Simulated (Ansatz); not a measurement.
**ZnO: zone-centre modes**

Method: DFT PBEsol, scalar-relativistic, plane waves, PAW (Ansatz 0.2.0). Cutoff 420 eV, Γ-centred 12×12×4 k-points, Gaussian smearing of 0.05 eV. No spin polarisation.

Reference structure (relaxed at this level):

```
Zn O
1.0
     3.23002    0.00000    0.00000
    -1.61501    2.79728    0.00000
     0.00000    0.00000   10.42859
Zn O
4 4
Direct
  0.33333 0.66667 0.00079
  0.33333 0.66667 0.50079
  0.66667 0.33333 0.25079
  0.66667 0.33333 0.75079
  0.33333 0.66667 0.19026
  0.33333 0.66667 0.69026
  0.66667 0.33333 0.44026
  0.66667 0.33333 0.94026
```

Harmonic modes by finite displacements of 0.02 Å, without the LO–TO term. The cell doubles the primitive one, so its zone centre also holds the primitive cell's point q = (0, 0, 1/2).

Problem. At this geometry, is the structure stable against these modes?

Solution. Yes: no mode is imaginary beyond 10 cm⁻¹, and only the three translations lie near zero.

Problem. List the wavenumbers in cm⁻¹.

Solution. 0, 0, 0, 67, 67, 67, 67, 88, 88, 181, 181, 251, 368, 388, 388, 404, 404, 404, 404, 420, 420, 530, 534, 534.

Cost: 1 run of about 2.3 core-minutes, on Intel Xeon Platinum 8581C (Emerald Rapids) (shared hosts).